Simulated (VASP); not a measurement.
# Zn3H (Fm-3m) in VASP: settings compared, part 2 of 2

VASP 6.6.1. Earlier steps stand in the parts before.

**4. Band structure, TPSS**

Contents of INCAR:

```
SYSTEM = Zn3H
  PREC = Accurate
  ENCUT = 520
  EDIFF = 1E-7
  ISMEAR = -1
  SIGMA = 0.05
  LREAL = .False.
  LASPH = .True.
  NELM = 60
  ALGO = Normal
  ISIF = 2
  LWAVE = .False.
  LCHARG = .False.
  METAGGA = TPSS
  LMIXTAU = .True.
  NBANDS = 26
```

Contents of KPOINTS:

```
Automatic mesh
0
Gamma
  6 6 6
  0 0 0
```

Contents of POSCAR:

```
Zn3H
1.0
    0.0000000000      2.9965800000      2.9965800000
    2.9965800000      0.0000000000      2.9965800000
    2.9965800000      2.9965800000      0.0000000000
Zn H
3 1
Direct
    0.5000000000      0.5000000000      0.5000000000
    0.2500000000      0.2500000000      0.2500000000
    0.7500000000      0.7500000000      0.7500000000
    0.0000000000      0.0000000000      0.0000000000
```

Contents of KPOINTS_OPT:

```
path GXWKGLUWLK,UX
10
line-mode
reciprocal
 0.0000000000  0.0000000000  0.0000000000  G
 0.5000000000  0.0000000000  0.5000000000  X

 0.5000000000  0.0000000000  0.5000000000  X
 0.5000000000  0.2500000000  0.7500000000  W

 0.5000000000  0.2500000000  0.7500000000  W
 0.3750000000  0.3750000000  0.7500000000  K

 0.3750000000  0.3750000000  0.7500000000  K
 0.0000000000  0.0000000000  0.0000000000  G

 0.0000000000  0.0000000000  0.0000000000  G
 0.5000000000  0.5000000000  0.5000000000  L

 0.5000000000  0.5000000000  0.5000000000  L
 0.6250000000  0.2500000000  0.6250000000  U

 0.6250000000  0.2500000000  0.6250000000  U
 0.5000000000  0.2500000000  0.7500000000  W

 0.5000000000  0.2500000000  0.7500000000  W
 0.5000000000  0.5000000000  0.5000000000  L

 0.5000000000  0.5000000000  0.5000000000  L
 0.3750000000  0.3750000000  0.7500000000  K

 0.6250000000  0.2500000000  0.6250000000  U
 0.5000000000  0.0000000000  0.5000000000  X
```

Run with:

```
$ cat potpaw_PBE.64/Zn/POTCAR potpaw_PBE.64/H/POTCAR > POTCAR
$ mpirun -np 1 vasp_std > vasp.out
```

Run time: 1.7 min. Hardware: 1 thread of Intel Xeon 6975P-C (Granite Rapids), shared host; peak memory 0.18 GiB.

Results (log left out):

```
Free energy             : -28.8897 eV
Pressure                : -3.6 GPa
Band gap along the path : none (metal or under the smearing width)
```

Levels at the corners of the path, in eV from the Fermi level:
| point | band 15 | band 16 | band 17 | band 18 | band 19 | band 20 | band 21 | band 22 | band 23 | band 24 |
| --- | --- | --- | --- | --- | --- | --- | --- | --- | --- | --- |
| Γ | -6.98 | -6.98 | 0.26 | 3.38 | 3.38 | 3.38 | 3.86 | 4.21 | 4.21 | 4.21 |
| X | -6.94 | -5.40 | -4.72 | -1.12 | -1.12 | -1.07 | 0.03 | 9.15 | 11.08 | 11.08 |
| X | -6.94 | -5.40 | -4.72 | -1.12 | -1.12 | -1.07 | 0.03 | 9.15 | 11.08 | 11.08 |
| W | -6.89 | -4.25 | -4.22 | -3.77 | -3.77 | 2.42 | 4.91 | 4.91 | 6.21 | 11.31 |
| W | -6.89 | -4.25 | -4.22 | -3.77 | -3.77 | 2.42 | 4.91 | 4.91 | 6.21 | 11.31 |
| K | -6.94 | -4.79 | -4.56 | -4.25 | -0.43 | -0.29 | 3.63 | 7.59 | 8.47 | 8.58 |
| K | -6.94 | -4.79 | -4.56 | -4.25 | -0.43 | -0.29 | 3.63 | 7.59 | 8.47 | 8.58 |
| Γ | -6.98 | -6.98 | 0.26 | 3.38 | 3.38 | 3.38 | 3.86 | 4.21 | 4.21 | 4.21 |
| Γ | -6.98 | -6.98 | 0.26 | 3.38 | 3.38 | 3.38 | 3.86 | 4.21 | 4.21 | 4.21 |
| L | -6.99 | -6.26 | -5.76 | 0.42 | 1.89 | 1.89 | 2.97 | 3.79 | 3.79 | 8.78 |
| L | -6.99 | -6.26 | -5.76 | 0.42 | 1.89 | 1.89 | 2.97 | 3.79 | 3.79 | 8.78 |
| U | -6.94 | -4.79 | -4.56 | -4.25 | -0.43 | -0.29 | 3.63 | 7.59 | 8.47 | 8.58 |
| U | -6.94 | -4.79 | -4.56 | -4.25 | -0.43 | -0.29 | 3.63 | 7.59 | 8.47 | 8.58 |
| W | -6.89 | -4.25 | -4.22 | -3.77 | -3.77 | 2.42 | 4.91 | 4.91 | 6.21 | 11.31 |
| W | -6.89 | -4.25 | -4.22 | -3.77 | -3.77 | 2.42 | 4.91 | 4.91 | 6.21 | 11.31 |
| L | -6.99 | -6.26 | -5.76 | 0.42 | 1.89 | 1.89 | 2.97 | 3.79 | 3.79 | 8.78 |
| L | -6.99 | -6.26 | -5.76 | 0.42 | 1.89 | 1.89 | 2.97 | 3.79 | 3.79 | 8.78 |
| K | -6.94 | -4.79 | -4.56 | -4.25 | -0.43 | -0.29 | 3.63 | 7.59 | 8.47 | 8.58 |
| U | -6.94 | -4.79 | -4.56 | -4.25 | -0.43 | -0.29 | 3.63 | 7.59 | 8.47 | 8.58 |
| X | -6.94 | -5.40 | -4.72 | -1.12 | -1.12 | -1.07 | 0.03 | 9.15 | 11.08 | 11.08 |

Caveat: the PAW data sets were made with another functional, which shifts forces and pressure a little.

**5. Band structure, TB-mBJ**

POSCAR is that of step 4.

Contents of INCAR.step1:

```
SYSTEM = Zn3H
  PREC = Accurate
  ENCUT = 520
  EDIFF = 1E-5
  ISMEAR = -1
  SIGMA = 0.05
  LREAL = .False.
  LASPH = .True.
  NELM = 60
  ALGO = Normal
  ISIF = 2
  LWAVE = .True.
  LCHARG = .False.
  NBANDS = 26
  GGA = PE
```

Contents of INCAR.step2:

```
SYSTEM = Zn3H
  PREC = Accurate
  ENCUT = 520
  EDIFF = 1E-7
  ISMEAR = -1
  SIGMA = 0.05
  LREAL = .False.
  LASPH = .True.
  NELM = 60
  ALGO = Normal
  ISIF = 2
  LWAVE = .False.
  LCHARG = .False.
  METAGGA = MBJ
  NBANDS = 26
  ISTART = 1
```

KPOINTS is that of step 4.

KPOINTS_OPT is that of step 4.

Run with:

```
$ cat potpaw_PBE.64/Zn/POTCAR potpaw_PBE.64/H/POTCAR > POTCAR
$ cp INCAR.step1 INCAR
$ mpirun -np 1 vasp_std > vasp.out
$ cp INCAR.step2 INCAR
$ mpirun -np 1 vasp_std > vasp.out
```

Wall time 58 s (1 thread of Intel Xeon 6975P-C (Granite Rapids), shared host); peak memory 0.2 GiB.

The run converged. Its results:

- Band gap along the path: none (metal or under the smearing width)

Levels at the corners of the path, in eV from the Fermi level:
```tsv
point	band 16	band 17	band 18	band 19	band 20	band 21	band 22	band 23
Γ	-7.41	0.03	3.48	3.48	3.49	4.21	4.21	4.21
X	-5.46	-4.65	-1.25	-1.05	-1.04	0.24	9.13	11.29
X	-5.46	-4.65	-1.25	-1.05	-1.04	0.24	9.13	11.29
W	-4.42	-4.15	-3.67	-3.66	2.34	5.06	5.06	6.20
W	-4.42	-4.15	-3.67	-3.66	2.34	5.06	5.06	6.20
K	-4.89	-4.51	-4.16	-0.37	-0.30	3.70	7.60	8.57
K	-4.89	-4.51	-4.16	-0.37	-0.30	3.70	7.60	8.57
Γ	-7.41	0.03	3.48	3.48	3.49	4.21	4.21	4.21
Γ	-7.41	0.03	3.48	3.48	3.49	4.21	4.21	4.21
L	-6.30	-5.82	0.30	1.96	1.96	3.23	3.76	3.76
L	-6.30	-5.82	0.30	1.96	1.96	3.23	3.76	3.76
U	-4.89	-4.51	-4.16	-0.37	-0.30	3.70	7.60	8.57
U	-4.89	-4.51	-4.16	-0.37	-0.30	3.70	7.60	8.57
W	-4.42	-4.15	-3.67	-3.66	2.34	5.06	5.06	6.20
W	-4.42	-4.15	-3.67	-3.66	2.34	5.06	5.06	6.20
L	-6.30	-5.82	0.30	1.96	1.96	3.23	3.76	3.76
L	-6.30	-5.82	0.30	1.96	1.96	3.23	3.76	3.76
K	-4.89	-4.51	-4.16	-0.37	-0.30	3.70	7.60	8.57
U	-4.89	-4.51	-4.16	-0.37	-0.30	3.70	7.60	8.57
X	-5.46	-4.65	-1.25	-1.05	-1.04	0.24	9.13	11.29
```

Caveat: the PAW data sets were made with another functional, which shifts forces and pressure a little.

**6. Overview**

```tsv
level	pressure (GPa)
r2SCAN	-3.1
SCAN	-4.6
TPSS	-3.6
TB-mBJ	-
```

Alike in all rows: task band structure; potentials or basis VASP PAW PBE potentials, release 64 (Zn, H); no spin polarisation; cell as given; k mesh 6 × 6 × 6; cutoff (eV) 520; smearing fermi-dirac 0.05 eV.

The pressure there spans -4.6 GPa (SCAN) to -3.1 GPa (r2SCAN); a positive pressure means that this level wants a larger cell, a negative one a smaller.

Caveats: the PAW data sets were made with another functional, which shifts forces and pressure a little.

Total energies depend on the potentials used, so only differences within one code and one set of settings carry meaning.
